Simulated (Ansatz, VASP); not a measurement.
## Al in VASP and in Ansatz

Contents of INCAR:

```
SYSTEM = Al
PREC = Accurate
ENCUT = 520
EDIFF = 1E-6
ISMEAR = -1
SIGMA = 0.1
LREAL = .False.
LASPH = .True.
NELM = 60
ALGO = Normal
ISIF = 2
LWAVE = .False.
LCHARG = .True.
GGA = CA
LELF = .True.
LVHAR = .True.
NBANDS = 12
```

KPOINTS

```
Automatic mesh
0
Gamma
  9 9 13
  0 0 0
```

File POSCAR:

```
Al
1.0
    4.3302943902      0.0000000000      0.0000000000
   -2.1651471951      3.7501449478      0.0000000000
    0.0000000000      0.0000000000      2.6792201355
Al
3
Direct
    1.0000000000      1.0000000000      0.0000000000
    0.3333333333      0.6666666667      0.5000000000
    0.6666666667      0.3333333333      0.5000000000
```

Input for Ansatz:

```yaml
crystal:
  lattice:
    - [4.3302943902, 0.0, 0.0]
    - [-2.1651471951, 3.7501449478, 0.0]
    - [0.0, 0.0, 2.6792201355]
  atoms:
    - { symbol: Al, position: [1.0, 1.0, 0.0] }
    - { symbol: Al, position: [0.3333333333, 0.6666666667, 0.5] }
    - { symbol: Al, position: [0.6666666667, 0.3333333333, 0.5] }
hamiltonian:
  xc: lda
  pseudopotentials:
    kind: paw
    azcp:
      Al: "pseudopotentials/Al.paw.azcp"
basis:
  ecutwfc: 420
  fft_grid_basis: typed
kpoints:
  mp_grid: { grid: [9, 9, 13], shift: [0, 0, 0] }
magnetization:
  spin_polarized: false
scf:
  occupations: { method: fermi_dirac, width: 0.1 }
  lower_state_search: "off"
output:
  stress: true
```

Alike in both runs: task single point; functional LDA; k mesh 9 × 9 × 13; occupations fermi-dirac, width 0.1 eV; no spin polarisation.

```csv
,VASP,Ansatz
version,VASP 6.6.1,Ansatz 0.2.0
potentials or method,"VASP PAW LDA potentials, release 64 (Al)","plane waves (420 eV) with PAW, scalar-relativistic"
plane-wave cutoff (eV),520,420
valence electrons in the cell,9,9
```

```csv
,VASP,Ansatz,Ansatz less VASP
pressure (GPa),12.4,12.2,-0.16
largest component of the traceless stress (GPa),2.90,2.90,-0.006
```

Ansatz warned: «pseudo_functional_mismatch».
